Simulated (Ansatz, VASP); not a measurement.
One calculation of TaN, two programs

INCAR

```
  ALGO = Normal
  EDIFF = 1E-7
  ENCUT = 520
  GGA = PS
  ISIF = 2
  ISMEAR = -1
  LASPH = T
  LCHARG = F
  LREAL = F
  LWAVE = F
  NBANDS = 15
  NELM = 60
  PREC = Accurate
  SIGMA = 0.02
```

File KPOINTS:

```
k-points
0
Gamma
  12 12 10
```

The input POSCAR:

```
TaN
1.0
    3.0261388241      0.0000000000      0.0000000000
   -1.5130694121      2.6207130971      0.0000000000
    0.0000000000      0.0000000000      2.8830000000
Ta N
1 1
Direct
    0.3333333333      0.6666666667      0.5000000000
    0.0000000000      0.0000000000      0.0000000000
```

Input for Ansatz:

```yaml
crystal:
  lattice:
    - [3.0261388241, 0.0, 0.0]
    - [-1.5130694121, 2.6207130971, 0.0]
    - [0.0, 0.0, 2.883]
  atoms:
    - { symbol: Ta, position: [0.3333333333, 0.6666666667, 0.5] }
    - { symbol: "N", position: [0.0, 0.0, 0.0] }
kpoints:
  mp_grid: { grid: [12, 12, 10] }
  band_path:
    path:
      - [0.0, 0.0, 0.0]
      - [0.5, 0.0, 0.0]
      - [0.3333333333, 0.3333333333, 0.0]
      - [0.0, 0.0, 0.0]
      - [0.0, 0.0, 0.5]
      - [0.5, 0.0, 0.5]
      - [0.3333333333, 0.3333333333, 0.5]
      - [0.0, 0.0, 0.5]
      - [0.5, 0.0, 0.5]
    npoints: 5
scf:
  occupations: { method: fermi_dirac, width: 0.02 }
hamiltonian:
  xc: pbesol
  pseudopotentials: { kind: all_electron, lapw: { basis_error: 0.0005 } }
output:
  forces: true
  stress: true
  eigenvalues: true
```

Change from the starting cell: equal xx and yy strain of +3 %.

Alike in both runs: task single point; functional PBEsol; k mesh 12 × 12 × 10; occupations fermi-dirac, width 0.02 eV; no spin polarisation.

|  | VASP | Ansatz |
| --- | --- | --- |
| version | VASP 6.6.1 | Ansatz 0.2.0 |
| potentials or method | VASP PAW PBE potentials, release 64 (Ta_pv, N) | all-electron LAPW, scalar-relativistic |
| plane-wave cutoff (eV) | 520 | see its input |

```csv
,VASP,Ansatz,Ansatz less VASP
pressure (GPa),-21.2,-21.6,-0.34
largest component of the traceless stress (GPa),9.73,9.63,-0.101
```

Ansatz ran all-electron here, so the differences hold the error of VASP's frozen core and of both bases.

Caveats: so large a pressure means that the cell lies far from this level's equilibrium, or that cutoff or potentials fall short (VASP); the potentials were made for another functional, which shifts forces and pressure (VASP). Spin-orbit coupling is left out, which matters for the levels of Ta.
